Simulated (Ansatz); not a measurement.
Ga, DFT, LDA, all-electron LAPW, scalar-relativistic (Ansatz 0.2.0), run on 1 thread of Arm Neoverse V1 on a shared host.

The structure is an experimental refinement, used without relaxation.

Command: `ansatz run input.yaml --threads 1 --pin off --max-ram 2048MiB --backend cpu --events-out ev --progress --plain --runs-dir out`

```yaml
crystal:
  lattice:
    - [1.383, -4.0265, 0.0]
    - [1.383, 4.0265, 0.0]
    - [-0.11745, 0.0, 3.32993]
  atoms:
    - { symbol: Ga, position: [0.869, 0.131, 0.25] }
    - { symbol: Ga, position: [0.131, 0.869, 0.75] }
kpoints:
  mp_grid: { grid: [14, 14, 11] }
  band_path:
    path:
      - [0.0, 0.0, 0.0]
      - [-0.5, 0.5, 0.0]
      - [-0.5, 0.5, 0.5]
      - [0.0, 0.0, 0.5]
      - [0.0, 0.0, 0.0]
      - [-0.5, 0.0, 0.5]
      - [0.0, 0.0, 0.0]
      - [-0.5, 0.0, 0.0]
    npoints: 5
scf:
  occupations: { method: fermi_dirac, width: 0.05 }
hamiltonian:
  xc: lda
  pseudopotentials: { kind: all_electron, lapw: { basis_error: 0.0005 } }
output:
  forces: true
  stress: true
  eigenvalues: true
```

How large is the problem that the program sets up?

582 irreducible k-points, 385 plane waves at Γ, 26 bands.

About how long does it take, and how much memory does it use?

2.5 min of wall time for 8 SCF iterations, with a peak of 1.4 GiB. Times on shared machines scatter by tens of per cent.

And the same cell and mesh by PAW (frozen-core files), asked for forces, stress, eigenvalues, efg, write_density, write_potential, elf and the same band path, on the same hardware?

34 s, peak memory 0.55 GiB.
